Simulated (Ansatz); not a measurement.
A 3-atom cell of WS2 started from a crystallographic database at its r2SCAN+rVV10 geometry, in the plane-wave code Ansatz. One PBE run serves as the base. The settings are then varied one at a time, some on purpose to values that make no sense. Doubtful ones may also carry a cap on iterations. All numbers are computed, and spin polarisation is off unless an edit sets a moment.

Base input:
```yaml
crystal:
  lattice:
    - [1.585886709, 0.9156121184, 6.2374759783]
    - [-1.585886709, 0.9156121184, 6.2374759783]
    - [0.0, -1.8312242367, 6.2374759783]
  atoms:
    - { symbol: W, position: [0.0006662242, 0.0006662242, 0.0006662242] }
    - { symbol: S, position: [0.2505579538, 0.2505579538, 0.2505579538] }
    - { symbol: S, position: [0.4174758221, 0.4174758221, 0.4174758221] }
kpoints:
  mp_grid: { grid: [6, 6, 6] }
hamiltonian:
  xc: pbe
scf:
  occupations: { method: fixed }
  n_extra_bands: 4
output:
  forces: true
  stress: true
  eigenvalues: true
```

Base results:
```
Basis set: ecut = 420 eV, 1041 PW (Γ), FFT grids on a1−a3, a2−a3, a3
Symmetry: 6 space group operations
Space group: R3m (ITA 160)
k-points: 32 of 216 (time reversal used)
SCF converged after 8 iterations
Free energy (F): -12191.390298 eV
Fermi energy:    11.395475 eV
--- Forces (eV/Å), atoms counted from 1 ---
  atom   1  W       0.00000      0.00000      0.00099
  atom   2  S       0.00000      0.00000    -0.20002
  atom   3  S       0.00000      0.00000      0.19902
--- Stress (GPa, compression-positive) ---
        2.816292       0.000000       0.000000
        0.000000       2.816292       0.000000
        0.000000       0.000000       4.201374
  P = ⅓ Tr σ = 3.2780 GPa (32.780 kbar)
--- Band table (eV; the first three rows and the last of 32) ---
  k-point 0: bands = […, 7.8537, 7.8537, 9.0833, 9.0833, 9.8030, 10.2500, 13.6068, 13.6068, 13.8864, 13.8864]
  k-point 1: bands = […, 6.8650, 7.8539, 8.2884, 8.4704, 9.8468, 10.2066, 12.9480, 13.5692, 13.7600, 14.3046]
  k-point 2: bands = […, 5.9445, 6.3829, 7.5979, 9.1239, 9.1577, 9.4895, 13.1304, 13.4018, 14.7139, 15.1011]
  k-point 31: bands = […, 7.6893, 7.8397, 7.8397, 9.1123, 9.1123, 11.3955, 13.6842, 13.6842, 13.7698, 13.7698]
```
The gap over this mesh is 1.079 eV.

Run as `ansatz run input.yaml --threads 4 --pin off --max-ram 3686MiB --backend cpu --events-out ev --progress --plain --runs-dir out`.

Task: Predict the outcome of this edit.
```yaml
hamiltonian:
  pseudopotentials: { kind: nc }
```

Result: Another set of potentials replaces the default one; the cutoff becomes 1007 eV and the cell holds 26 electrons (base 26). Stress and gap stay as in the base. Totals and absolute levels hang on the potentials; gap and stress can be compared.
```
Basis set: ecut = 1006.821291 eV, 3975 PW (Γ), FFT grids on a1−a3, a2−a3, a3
SCF converged after 9 iterations
Free energy (F): -2665.338930 eV
Fermi energy:    11.393159 eV
--- Forces (eV/Å), atoms counted from 1 ---
  atom   1  W       0.00000      0.00000      0.00106
  atom   2  S       0.00000      0.00000    -0.20627
  atom   3  S       0.00000      0.00000      0.20518
--- Stress (GPa, compression-positive) ---
        2.841136       0.000000       0.000000
        0.000000       2.841136       0.000000
        0.000000       0.000000       4.254515
  P = ⅓ Tr σ = 3.3123 GPa (33.123 kbar)
--- Band table (eV; the first three rows and the last of 32) ---
  k-point 0: bands = […, 7.8558, 7.8558, 9.0828, 9.0828, 9.7976, 10.2523, 13.6039, 13.6039, 13.8817, 13.8817]
  k-point 1: bands = […, 6.8646, 7.8532, 8.2891, 8.4701, 9.8403, 10.2069, 12.9463, 13.5662, 13.7597, 14.3014]
  k-point 2: bands = […, 5.9378, 6.3796, 7.5978, 9.1177, 9.1546, 9.4898, 13.1310, 13.4025, 14.7139, 15.0975]
  k-point 31: bands = […, 7.6874, 7.8418, 7.8418, 9.1119, 9.1119, 11.3932, 13.6811, 13.6811, 13.7655, 13.7655]
```

Task: These lines are set or replaced. What follows?
```yaml
hamiltonian:
  xc: hse6
```

Result: The input is refused before any iteration.
```
Error: YAML parse error: line 13 column 7: hamiltonian.xc: unknown variant `hse6`, expected one of […]
```

Task: The input is altered as follows. How does the run end?
```yaml
scf:
  max_iter: 60
magnetization:
  spin_polarized: true
  initial_magnetization: 0.5
```

Result: The program doesn't start.
```
Error: inconsistent input (scf.occupations.method, magnetization): a σ = 0 step fill (method: fixed, or a smearing width below the step floor) with no hard lock on the total moment puts the same N_el/2 bands in each spin channel, which gives a total moment of zero, but the starting moments sum to +0.5000 μB […]
```

No spin-orbit coupling is included; it can move band edges with weight on the heavy atoms by tenths of an eV.
